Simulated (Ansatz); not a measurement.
## What isotropic strain +2.33 % does to RuO2

Consider RuO₂ in the rutile structure (space group P4_2/mnm, No. 136; a = 4.523 Å, c = 3.119 Å).

Modification: the cell is scaled by 1.0233 in all directions, atoms relaxed at fixed cell.

All numbers come from plane-wave PAW DFT at the PBE level (Ansatz, a program for electronic structure, 420 eV), spin-orbit coupling left out. Settings: 10×10×15 k-points, 0.05 eV Fermi–Dirac smearing.

The volume per atom grows by 0.76 Å³, from 10.64 Å³ to 11.40 Å³ and the space group is still P4_2/mnm (No. 136). The shortest interatomic distance goes up by 0.0524 Å, from 1.955 Å to 2.008 Å and the energy rises by 39 meV/atom. The pressure (mean of the normal stresses, compression positive) goes from zero to -15.2 GPa and the band gap is still zero.

No phonon test of stability was made. No Hubbard U is applied, and correlation can decide whether such a compound is a metal. The final runs are not spin-polarised.
